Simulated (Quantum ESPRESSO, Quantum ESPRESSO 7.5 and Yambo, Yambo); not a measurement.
## Quasiparticle gap of GaP (F-43m) in Yambo

How does a plane-wave GW calculation on GaP (F-43m) run from the first input to the gap?

Method: PBE and many-body steps on it, plane waves, in Quantum ESPRESSO 7.5 and Yambo 5.3.0.

**Experimental background.**

- Gap 2.25 ± 0.04 eV: optical gap from Tauc plot (fundamental, indirect); spectroscopic ellipsometry, Tauc-Lorentz fit and Tauc plot; 300 K; film (GaP layer on Si reference sample) on Si (“Assessment of GaPSb/Si tandem material association properties for photoelectrochemical cells”, 2020, arxiv:2002.02774).

**1. Starting point**

The structure is cubic, space group F-43m (No. 216). Conventional cell: a = 5.450 Å, b = 5.450 Å, c = 5.450 Å, α = 90.00°, β = 90.00°, γ = 90.00°. Nearest to Ga lie 4 P at 2.36 Å. Nearest to P lie 4 Ga at 2.36 Å. Farther neighbours are not listed.

As a file:

```cif
data_structure
_symmetry_space_group_name_H-M 'F-43m'
_symmetry_Int_Tables_number 216
_cell_length_a 5.4505
_cell_length_b 5.4505
_cell_length_c 5.4505
_cell_angle_alpha 90.000
_cell_angle_beta 90.000
_cell_angle_gamma 90.000
_cell_volume 161.92
loop_
_atom_site_label
_atom_site_type_symbol
_atom_site_symmetry_multiplicity
_atom_site_Wyckoff_symbol
_atom_site_fract_x
_atom_site_fract_y
_atom_site_fract_z
_atom_site_occupancy
Ga1 Ga 4 a 0.00000 0.00000 0.00000 1
P1 P 4 d 0.25000 0.25000 0.75000 1
```

The cell and positions come from the Crystallography Open Database and are kept as given unless a step says otherwise.

**2. Ground state**

This step: Quantum ESPRESSO 7.5; DFT, PBE, plane waves, norm-conserving pseudopotentials.

The ground-state density comes first.

pw.in reads:

```
&control
  calculation = 'scf'
  prefix = 'x'
  outdir = 'o'
  pseudo_dir = 'pseudo'
/
&system
  ibrav = 0
  nat = 2
  ntyp = 2
  ecutwfc = 104.0
  nbnd = 18
  force_symmorphic = .true.
/
&electrons
  conv_thr = 1e-10
  electron_maxstep = 80
  mixing_beta = 0.5
/
ATOMIC_SPECIES
  Ga 69.723 Ga.upf
  P 30.974 P.upf
CELL_PARAMETERS angstrom
  0.0000000000 2.7252500000 2.7252500000
  2.7252500000 0.0000000000 2.7252500000
  2.7252500000 2.7252500000 0.0000000000
ATOMIC_POSITIONS crystal
  Ga 0.0000000000 0.0000000000 0.0000000000
  P 0.2500000000 0.2500000000 0.2500000000
K_POINTS automatic
  6 6 6 0 0 0
```

Launch:

```sh
$ OMP_NUM_THREADS=1 mpirun -n 4 pw.x -nk 4 -in pw.in > pw.out
```

The program printed:

```text
Program PWSCF v.7.5 starts

     This program is part of the open-source Quantum ESPRESSO suite
     for quantum simulation of materials; please cite
         "P. Giannozzi et al., J. Phys.:Condens. Matter 21 395502 (2009);
         "P. Giannozzi et al., J. Phys.:Condens. Matter 29 465901 (2017);
         "P. Giannozzi et al., J. Chem. Phys. 152 154105 (2020);
     in publications or presentations arising from this work. More details at
     Message from routine setup:
     using ibrav=0 with symmetry is DISCOURAGED, use correct ibrav instead

     G-vector sticks info

     bravais-lattice index     =            0
     lattice parameter (alat)  =       7.2832  a.u.
     unit-cell volume          =     273.1780 (a.u.)^3
     number of atoms/cell      =            2
     number of atomic types    =            2
     number of electrons       =        26.00
     number of Kohn-Sham states=           18
     kinetic-energy cutoff     =     104.0000  Ry
     charge density cutoff     =     416.0000  Ry
     scf convergence threshold =      1.0E-10
     mixing beta               =       0.5000
     number of iterations used =            8  plain     mixing
     Exchange-correlation= PBE
                           (   1   4   3   4   0   0   0)

     celldm(1)=   7.283166  celldm(2)=   0.000000  celldm(3)=   0.000000
     celldm(4)=   0.000000  celldm(5)=   0.000000  celldm(6)=   0.000000

     crystal axes: (cart. coord. in units of alat)
               a(1) = (   0.000000   0.707107   0.707107 )
               a(2) = (   0.707107   0.000000   0.707107 )
               a(3) = (   0.707107   0.707107   0.000000 )

     reciprocal axes: (cart. coord. in units 2 pi/alat)
               b(1) = ( -0.707107  0.707107  0.707107 )
               b(2) = (  0.707107 -0.707107  0.707107 )
               b(3) = (  0.707107  0.707107 -0.707107 )
     Pseudo is Norm-conserving + core correction, Zval = 21.0
     Generated using ONCVPSP code by D. R. Hamann
     Using radial grid of 1902 points,  6 beta functions with:
     Pseudo is Norm-conserving + core correction, Zval =  5.0
     Generated using ONCVPSP code by D. R. Hamann
     Using radial grid of 1298 points,  6 beta functions with:
     Ga               21.00    69.72300     Ga( 1.00)
     P                 5.00    30.97400     P ( 1.00)

     24 Sym. Ops. (no inversion) found

   Cartesian axes

     site n.     atom                  positions (alat units)
         1        Ga     tau(   1) = (   0.0000000   0.0000000   0.0000000  )
         2        P      tau(   2) = (   0.3535534   0.3535534   0.3535534  )

     number of k points=    16
                       cart. coord. in units 2pi/alat
        k(    1) = (   0.0000000   0.0000000   0.0000000), wk =   0.0092593
        k(    2) = (   0.1178511   0.1178511  -0.1178511), wk =   0.0740741
        k(    3) = (   0.2357023   0.2357023  -0.2357023), wk =   0.0740741
        k(    4) = (  -0.3535534  -0.3535534   0.3535534), wk =   0.0370370
        k(    5) = (   0.2357023   0.0000000  -0.0000000), wk =   0.0555556
        k(    6) = (   0.3535534   0.1178511  -0.1178511), wk =   0.2222222
        k(    7) = (  -0.2357023  -0.4714045   0.4714045), wk =   0.2222222
        k(    8) = (  -0.1178511  -0.3535534   0.3535534), wk =   0.2222222
        k(    9) = (   0.0000000  -0.2357023   0.2357023), wk =   0.1111111
        k(   10) = (   0.4714045   0.0000000  -0.0000000), wk =   0.0555556
     [... 4 further rows ...]
        k(   15) = (  -0.1178511  -0.3535534   0.5892557), wk =   0.2222222
        k(   16) = (  -0.7071068   0.2357023   0.0000000), wk =   0.1111111

     Dense  grid:    39189 G-vectors     FFT dimensions: (  48,  48,  48)

     Initial potential from superposition of free atoms

     starting charge      25.9972, renormalised to      26.0000
     Starting wfcs are   17 randomized atomic wfcs +    1 random wfcs

     per-process dynamical memory:    33.4 Mb

     Self-consistent Calculation

     iteration #  1     ecut=   104.00 Ry     beta= 0.50

     Threshold (ethr) on eigenvalues was too large:
     Diagonalizing with lowered threshold

     total energy              =    -510.55466090 Ry
     estimated scf accuracy    <       0.07627260 Ry

     iteration #  2     ecut=   104.00 Ry     beta= 0.50

     total energy              =    -510.56714681 Ry
     estimated scf accuracy    <       0.00763678 Ry

     iteration #  3     ecut=   104.00 Ry     beta= 0.50

     total energy              =    -510.56757512 Ry
     estimated scf accuracy    <       0.00140378 Ry

     iteration #  4     ecut=   104.00 Ry     beta= 0.50

     total energy              =    -510.56761405 Ry
     estimated scf accuracy    <       0.00002115 Ry

     iteration #  5     ecut=   104.00 Ry     beta= 0.50

     total energy              =    -510.56761898 Ry
     estimated scf accuracy    <       0.00000133 Ry

     iteration #  6     ecut=   104.00 Ry     beta= 0.50

     total energy              =    -510.56761937 Ry
     estimated scf accuracy    <       0.00000011 Ry

     iteration #  7     ecut=   104.00 Ry     beta= 0.50

     total energy              =    -510.56761939 Ry
     estimated scf accuracy    <       0.00000001 Ry

     iteration #  8     ecut=   104.00 Ry     beta= 0.50

     total energy              =    -510.56761940 Ry
     estimated scf accuracy    <          1.1E-09 Ry

     iteration #  9     ecut=   104.00 Ry     beta= 0.50

     total energy              =    -510.56761940 Ry
     estimated scf accuracy    <          1.7E-10 Ry

     iteration # 10     ecut=   104.00 Ry     beta= 0.50

     End of self-consistent calculation

          k = 0.0000 0.0000 0.0000 (  4909 PWs)   bands (ev):

  -135.1871 -85.9118 -85.9118 -85.9118  -6.3350  -6.3350  -6.3350  -6.2380
    -6.2380  -4.2883   8.2046   8.2046   8.2046  10.0222  12.0913  12.0913
    12.0913  17.0191

          k = 0.1179 0.1179-0.1179 (  4894 PWs)   bands (ev):

  -135.1871 -85.9119 -85.9119 -85.9117  -6.3581  -6.3272  -6.3272  -6.2375
    -6.2375  -3.9320   5.8169   7.8340   7.8340  10.6145  12.6393  12.6393
    13.2293  17.1338

          k = 0.2357 0.2357-0.2357 (  4879 PWs)   bands (ev):

  -135.1871 -85.9118 -85.9118 -85.9117  -6.3986  -6.3147  -6.3147  -6.2336
    -6.2336  -2.9849   2.9975   7.2984   7.2984  10.1008  13.0159  13.0159
    15.7999  17.8125

          k =-0.3536-0.3536 0.3536 (  4910 PWs)   bands (ev):

     [... further k-points ...]

     highest occupied, lowest unoccupied level (ev):     8.2046    9.8577

!    total energy              =    -510.56761940 Ry
     estimated scf accuracy    <          3.7E-12 Ry

     The total energy is the sum of the following terms:
     one-electron contribution =    -463.64771317 Ry
     hartree contribution      =     232.70753897 Ry
     xc contribution           =     -55.84463281 Ry
     ewald contribution        =    -223.78281239 Ry

     convergence has been achieved in  10 iterations

     XML data file, charge density, pseudopotentials, collected wavefunctions

=------------------------------------------------------------------------------=
   JOB DONE.
=------------------------------------------------------------------------------=
```

Wall time 7.7 s (4 MPI ranks of Arm Neoverse V1, shared host); peak memory 0.29 GiB; 31 s of CPU time.

Numbers from this step:

- total energy: -6946.6263 eV
- gap: 1.653 eV
- k of the valence top: 0, 0, 0
- k of the conduction bottom: 0, -0.5, -0.5
- least direct gap: 1.818 eV

The gap is indirect, with the least direct gap 0.16 eV higher.

**3. Bands along the symmetry lines**

The cheap functional maps the bands first; the places of the edges decide which points the dearer methods must see.

pw.in reads:

```
&control
  calculation = 'bands'
  prefix = 'x'
  outdir = 'o'
  pseudo_dir = 'pseudo'
/
&system
  ibrav = 0
  nat = 2
  ntyp = 2
  ecutwfc = 104.0
  nbnd = 19
  force_symmorphic = .true.
/
&electrons
  conv_thr = 1e-9
  electron_maxstep = 80
  diago_full_acc = .true.
  diago_thr_init = 5e-6
/
ATOMIC_SPECIES
  Ga 69.723 Ga.upf
  P 30.974 P.upf
CELL_PARAMETERS angstrom
  0.0000000000 2.7252500000 2.7252500000
  2.7252500000 0.0000000000 2.7252500000
  2.7252500000 2.7252500000 0.0000000000
ATOMIC_POSITIONS crystal
  Ga 0.0000000000 0.0000000000 0.0000000000
  P 0.2500000000 0.2500000000 0.2500000000
K_POINTS crystal
  50
  0.00000000 0.00000000 0.00000000 1
  -0.06250000 -0.06250000 0.00000000 1
  -0.12500000 -0.12500000 0.00000000 1
  -0.18750000 -0.18750000 0.00000000 1
  -0.25000000 -0.25000000 0.00000000 1
  -0.31250000 -0.31250000 0.00000000 1
  -0.37500000 -0.37500000 0.00000000 1
  -0.43750000 -0.43750000 0.00000000 1
  -0.50000000 -0.50000000 0.00000000 1
  -0.48437500 -0.48437500 0.03125000 1
  -0.46875000 -0.46875000 0.06250000 1
  -0.45312500 -0.45312500 0.09375000 1
  -0.43750000 -0.43750000 0.12500000 1
  -0.42187500 -0.42187500 0.15625000 1
  -0.40625000 -0.40625000 0.18750000 1
  -0.39062500 -0.39062500 0.21875000 1
  -0.37500000 -0.37500000 0.25000000 1
  -0.37500000 0.00000000 0.37500000 1
  -0.32812500 0.00000000 0.32812500 1
  -0.28125000 0.00000000 0.28125000 1
  -0.23437500 0.00000000 0.23437500 1
  -0.18750000 0.00000000 0.18750000 1
  -0.14062500 0.00000000 0.14062500 1
  -0.09375000 0.00000000 0.09375000 1
  -0.04687500 0.00000000 0.04687500 1
  0.00000000 0.00000000 0.00000000 1
  0.00000000 0.00000000 0.06250000 1
  0.00000000 0.00000000 0.12500000 1
  0.00000000 0.00000000 0.18750000 1
  0.00000000 0.00000000 0.25000000 1
  0.00000000 0.00000000 0.31250000 1
  0.00000000 0.00000000 0.37500000 1
  0.00000000 0.00000000 0.43750000 1
  -0.00000000 -0.00000000 0.50000000 1
  -0.06250000 -0.03125000 0.46875000 1
  -0.12500000 -0.06250000 0.43750000 1
  -0.18750000 -0.09375000 0.40625000 1
  -0.25000000 -0.12500000 0.37500000 1
  -0.31250000 -0.15625000 0.34375000 1
  -0.37500000 -0.18750000 0.31250000 1
  -0.43750000 -0.21875000 0.28125000 1
  -0.50000000 -0.25000000 0.25000000 1
  -0.50000000 -0.28125000 0.21875000 1
  -0.50000000 -0.31250000 0.18750000 1
  -0.50000000 -0.34375000 0.15625000 1
  -0.50000000 -0.37500000 0.12500000 1
  -0.50000000 -0.40625000 0.09375000 1
  -0.50000000 -0.43750000 0.06250000 1
  -0.50000000 -0.46875000 0.03125000 1
  -0.50000000 -0.50000000 0.00000000 1
```

The program printed:

```text
[banner, memory and clock lines left out]
Program PWSCF v.7.5 starts

     Atomic positions and unit cell read from directory:
     o/x.save/

     Message from routine setup:
     using ibrav=0 with symmetry is DISCOURAGED, use correct ibrav instead

     G-vector sticks info

     bravais-lattice index     =            0
     lattice parameter (alat)  =       7.2832  a.u.
     unit-cell volume          =     273.1780 (a.u.)^3
     number of atoms/cell      =            2
     number of atomic types    =            2
     number of electrons       =        26.00
     number of Kohn-Sham states=           19
     kinetic-energy cutoff     =     104.0000  Ry
     charge density cutoff     =     416.0000  Ry
     Exchange-correlation= PBE
                           (   1   4   3   4   0   0   0)

     celldm(1)=   7.283166  celldm(2)=   0.000000  celldm(3)=   0.000000
     celldm(4)=   0.000000  celldm(5)=   0.000000  celldm(6)=   0.000000

     crystal axes: (cart. coord. in units of alat)
               a(1) = (   0.000000   0.707107   0.707107 )
               a(2) = (   0.707107   0.000000   0.707107 )
               a(3) = (   0.707107   0.707107   0.000000 )

     reciprocal axes: (cart. coord. in units 2 pi/alat)
               b(1) = ( -0.707107  0.707107  0.707107 )
               b(2) = (  0.707107 -0.707107  0.707107 )
               b(3) = (  0.707107  0.707107 -0.707107 )
     Pseudo is Norm-conserving + core correction, Zval = 21.0
     Generated using ONCVPSP code by D. R. Hamann
     Using radial grid of 1902 points,  6 beta functions with:
     Pseudo is Norm-conserving + core correction, Zval =  5.0
     Generated using ONCVPSP code by D. R. Hamann
     Using radial grid of 1298 points,  6 beta functions with:
     Ga               21.00    69.72300     Ga( 1.00)
     P                 5.00    30.97400     P ( 1.00)

     24 Sym. Ops. (no inversion) found

   Cartesian axes

     site n.     atom                  positions (alat units)
         1        Ga     tau(   1) = (   0.0000000   0.0000000   0.0000000  )
         2        P      tau(   2) = (   0.3535534   0.3535534   0.3535534  )

     number of k points=    50
                       cart. coord. in units 2pi/alat
        k(    1) = (   0.0000000   0.0000000   0.0000000), wk =   0.0400000
        k(    2) = (   0.0000000   0.0000000  -0.0883883), wk =   0.0400000
        k(    3) = (   0.0000000   0.0000000  -0.1767767), wk =   0.0400000
[...]
[... 38 further rows ...]
        k(   49) = (   0.0441942  -0.0000000  -0.7071068), wk =   0.0400000
        k(   50) = (   0.0000000   0.0000000  -0.7071068), wk =   0.0400000

     Dense  grid:    39189 G-vectors     FFT dimensions: (  48,  48,  48)

     The potential is recalculated from file :
     o/x.save/charge-density

     Starting wfcs are   17 randomized atomic wfcs +    2 random wfcs

     Band Structure Calculation

     End of band structure calculation

          k = 0.0000 0.0000 0.0000 (  4909 PWs)   bands (ev):

  -135.1871 -85.9119 -85.9119 -85.9119  -6.3350  -6.3350  -6.3350  -6.2380
    -6.2380  -4.2883   8.2046   8.2046   8.2046  10.0222  12.0913  12.0913
    12.0913  17.0191  17.9322

          k = 0.0000 0.0000-0.0884 (  4925 PWs)   bands (ev):

  -135.1871 -85.9120 -85.9120 -85.9119  -6.3414  -6.3328  -6.3328  -6.2389
[...]
12.3582  17.2971  17.4002

          k = 0.0000 0.0000-0.1768 (  4897 PWs)   bands (ev):

[...]
13.0343  16.2945  18.1743

          k =-0.0000 0.0000-0.2652 (  4905 PWs)   bands (ev):

[...]
k = 0.0000 0.0000-0.3536 (  4865 PWs)   bands (ev):

[...]
k = 0.0000-0.0000-0.4419 (  4897 PWs)   bands (ev):

[...]
k =-0.0000 0.0000-0.5303 (  4884 PWs)   bands (ev):

[...]
k = 0.0000-0.0000-0.6187 (  4888 PWs)   bands (ev):

[...]
k = 0.5303-0.0000-0.5303 (  4914 PWs)   bands (ev):

[...]
k = 0.0000 0.0000 0.0000 (  4909 PWs)   bands (ev):

[...]
k = 0.1326 0.0000-0.7071 (  4894 PWs)   bands (ev):

[...]
k = 0.0884-0.0000-0.7071 (  4884 PWs)   bands (ev):

[...]
k = 0.0442-0.0000-0.7071 (  4886 PWs)   bands (ev):

[...]
18.6220  19.4728  20.3724

          k = 0.0000 0.0000-0.7071 (  4880 PWs)   bands (ev):

  -135.1871 -85.9118 -85.9118 -85.9118  -6.4532  -6.2736  -6.2693  -6.2693
    -6.2157  -1.3230   1.4502   5.5220   5.5221   9.8577  10.0292  18.7819
    18.7820  19.3886  21.1020

     XML data file, pseudopotentials, collected wavefunctions
```

It took 6 s on 4 MPI ranks; peak memory 0.25 GiB; 24 s of CPU time.

This step gave:

```
gap                        : 1.594 eV
k of the valence top       : 0, 0, 0
k of the conduction bottom : -0.4375, -0.4375, 0
least direct gap           : 1.818 eV
```

The gap is 1.594 eV, −0.059 eV from the run before at this level.

The electronic bands at the labelled points (eV, zero at the top of the highest filled band):

```
    point  band 10  band 11  band 12  band 13  band 14  band 15  band 16  band 17
        Γ   -12.49     0.00     0.00     0.00     1.82     3.89     3.89     3.89
  halfway   -11.46    -3.67    -1.68    -1.68     2.18     3.72     6.74     6.74
        X    -9.53    -6.75    -2.68    -2.68     1.65     1.82    10.58    10.58
  halfway    -9.51    -6.70    -3.24    -2.57     1.85     2.75     9.52     9.66
        U    -9.56    -6.55    -3.94    -2.25     2.19     4.80     8.23     8.26
jump to K    -9.56    -6.55    -3.94    -2.25     2.19     4.80     8.23     8.26
  halfway   -11.35    -4.24    -2.44    -0.66     3.29     4.99     5.00     5.87
        Γ   -12.49     0.00     0.00     0.00     1.82     3.89     3.89     3.89
  halfway   -11.72    -3.88    -0.66    -0.66     2.15     4.74     4.74     6.34
        L   -10.43    -6.63    -1.12    -1.12     1.67     4.72     4.72     8.28
  halfway   -10.02    -6.42    -3.19    -1.93     3.45     4.30     6.45     7.91
        W    -9.44    -6.55    -3.57    -3.42     4.70     4.86     6.10     6.15
  halfway    -9.48    -6.66    -3.16    -3.09     2.77     2.94     8.49     8.58
        X    -9.53    -6.75    -2.68    -2.68     1.65     1.82    10.58    10.58
```

The electronic bands as a text plot (rows in eV, shown from -8.0 to 7.5 only):

```
    7.2 |    +             +                 ++         +   +
    6.5 |     ++            ++              +         ++ + +
    5.9 |    +             ++++++++                  +  +++
    5.2 |                       +  ++      +        +    +
    4.6 |  ++            ++      ++      +++++++++++++++++++
    3.9 |++  +++                   ++++++++            ++   +
    3.3 |  ++   ++      +     +++++                  ++
    2.6 | +  +    +    +   +++     ++    +++        +        ++
    2.0 |+    ++++ ++++++++          ++++   +++++ ++          +++
    1.4 |         ++++                           +
    0.7 |
    0.1 |**                        ********
   -0.6 | ***                   ******  *  ****
   -1.2 |    *              ****               ******
   -1.9 |  ** ****         *     ****    **         ***
   -2.5 |    *    *********     *          *         * **      **
   -3.2 |             ***     ** **                   *  ******
   -3.8 |     **         *****              *          *****
   -4.5 |       **              *
   -5.1 |                     **             **
   -5.7 |         *         **                 *
   -6.4 |          **  *****                    ***************
   -7.0 |            **                                        **
   -7.7 |
         Γ           X  U|K            Γ         L        W     X
```

(Continued in part 2 of 3.)

[Paths, hosts, dates, memory and timing lines, banners, echoed tables and standing remarks are left out of the program output.]

[Logs are printed without paths, hosts, clocks, repeated set-up lines and the standing remarks that a program may print on its own settings, such as how far it seeks lower states.]

[Runs of the session that timed out or met a known fault of the program may be left out.]

[Hosts, paths, dates, database ids (printed as entryN), source tags and the programs' standing remarks are cut or masked in the printed files.]
